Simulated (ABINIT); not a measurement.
HfN:

```xyz
2
Lattice="0.0000 2.2560 2.2560 2.2560 0.0000 2.2560 2.2560 2.2560 0.0000" Properties=species:S:1:pos:R:3 pbc="T T T"
Hf    0.0000    0.0000    0.0000
N     2.2560    2.2560    2.2560
```

Base run:

| Quantity | Value |
| --- | --- |
| Program | ABINIT 10.8.3 (patched build) |
| Functional | rPW86PBE |
| Potentials or basis | JTH PAW PBE v2.0 |
| Cutoff | 707 eV |
| k mesh | 10 × 10 × 10 |
| Occupations | fermi-dirac, width 0.05 eV |
| Spin | no spin polarisation |

Its results: band gap on the k mesh none (metal or under the smearing width); pressure 14.8 GPa.

Task: After a change of settings the same cell gave: band gap on the k mesh none (metal or under the smearing width); pressure -3.4 GPa. Which change was it?
A. functional from rPW86PBE to BP86
B. functional from rPW86PBE to PBEsol; k mesh from 10 × 10 × 10 to 6 × 6 × 6
C. functional from rPW86PBE to BP86; spin from no spin polarisation to spin-orbit coupling, no magnetisation

Result: B.

Caveats: some runs use coarse meshes; the PAW data sets were made with another functional, which shifts forces and pressure a little; spin-orbit coupling is left out, which moves the levels of the heavy elements (some runs).

Runs at the PBE level aren't shown here.
